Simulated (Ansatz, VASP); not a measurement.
Ta in VASP and in Ansatz

```
CELL_PARAMETERS angstrom
-1.65128 1.65128 1.65128
1.65128 -1.65128 1.65128
1.65128 1.65128 -1.65128
ATOMIC_POSITIONS crystal
Ta 0.00000 0.00000 0.00000
```

Alike in both runs: task single point; functional r2SCAN; k mesh 8 × 8 × 8; occupations gaussian, width 0.15 eV; no spin polarisation.

|  | VASP | Ansatz |
| --- | --- | --- |
| version | VASP 6.6.1 | Ansatz 0.2.0 |
| potentials or method | VASP PAW PBE potentials, release 64 (Ta_pv) | plane waves, PAW |
| plane-wave cutoff (eV) | 520 | 650 |
| valence electrons in the cell | 11 | 13 |

|  | VASP | Ansatz | Ansatz less VASP |
| --- | --- | --- | --- |
| pressure (GPa) | -1.2 | -1.8 | -0.64 |

The two sets of potentials don't hold the same shells in valence. Ansatz warned: «stress_scf_threshold_loose».

Caveats: the PAW data sets were made with another functional, which shifts forces and pressure a little (VASP). Spin-orbit coupling is left out, which matters for the levels of Ta.
